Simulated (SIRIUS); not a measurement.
# GaSb: equation of state with LDA

Crystal: GaSb.

```
CELL_PARAMETERS angstrom
0.00000 3.05900 3.05900
3.05900 0.00000 3.05900
3.05900 3.05900 0.00000
ATOMIC_POSITIONS crystal
Sb 0.75000 0.75000 0.75000
Ga 0.00000 0.00000 0.00000
```

```yaml
Program: SIRIUS 7.12.0
Task: equation of state
Functional: LDA
Potentials_or_basis: all-electron FP-LAPW
Cutoff: 175 eV
Basis: apw+lo standard
k_mesh: 8 × 8 × 8
Occupations: fermi-dirac, width 0.05 eV
Spin: no spin polarisation
```

The equilibrium volume is 27.65 Å³/atom and the bulk modulus is 53 GPa. The pressure derivative of the bulk modulus is 3.3 (rough: it moves with the points fitted).

Energy against volume, from the lowest point:
```
volume (Å³/atom)  energy (meV/atom)
          26.907               3.37
          27.480               0.00
          28.052               0.90
          28.625               5.20
          29.197              12.98
          29.770              23.88
          30.342              37.56
```

All runs of the series together: 6.6 min on 1 thread of Arm Neoverse V2, with other jobs on the host.

The run has no spin-orbit coupling, so splittings on Sb are missing. LDA usually gives volumes a few per cent too small.
